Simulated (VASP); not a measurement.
## Gd under changes of volume

One of the cells (33.879 Å³/atom); the others are scaled copies at fixed shape and fractional positions:

```
CELL_PARAMETERS angstrom
-2.03841 2.03841 2.03841
2.03841 -2.03841 2.03841
2.03841 2.03841 -2.03841
ATOMIC_POSITIONS crystal
Gd 0.00000 0.00000 0.00000
```

This isn't the form of Gd at room conditions, which is hcp.

- Program: VASP 6.6.1
- Functional: PBE
- Potentials or basis: VASP PAW PBE potentials, release 64 (Gd)
- Cutoff: 520 eV
- k mesh: 9 × 9 × 9
- Occupations: fermi-dirac, width 0.05 eV
- Spin: collinear spin, ferromagnetic start
- Starting moments: [7.0] μB

```csv
volume (Å³/atom),energy over the lowest point (meV/atom),pressure (GPa),moment (μB per cell)
31.222,?,?,?
31.886,4.17,1.4,7.59
32.551,0.00,0.6,7.59
33.879,0.58,-0.7,7.61
34.544,4.80,-1.3,7.62
35.208,11.35,-1.8,7.63
```

Q: What does the run at 31.222 Å³/atom give?

A: Energy over the lowest point 11.69 meV/atom; pressure 2.2 GPa; moment 7.58 μB per cell.

Worked out: A Birch-Murnaghan fit of order 3 (a polynomial in V^(-2/3)) to the other rows has its minimum at 33.14 Å³/atom with B0 = V·E''(V) = 34 GPa and B' = 3.6. It gives 11.68 meV/atom at 31.222 Å³/atom, against the run's 11.69, and -dE/dV = 2.2 GPa, against 2.2. A straight line through the other rows of the moment, of slope 0.0128 μB per Å³/atom, extrapolates to 7.58 μB, against the run's 7.58.

Energies are extrapolated to zero smearing.
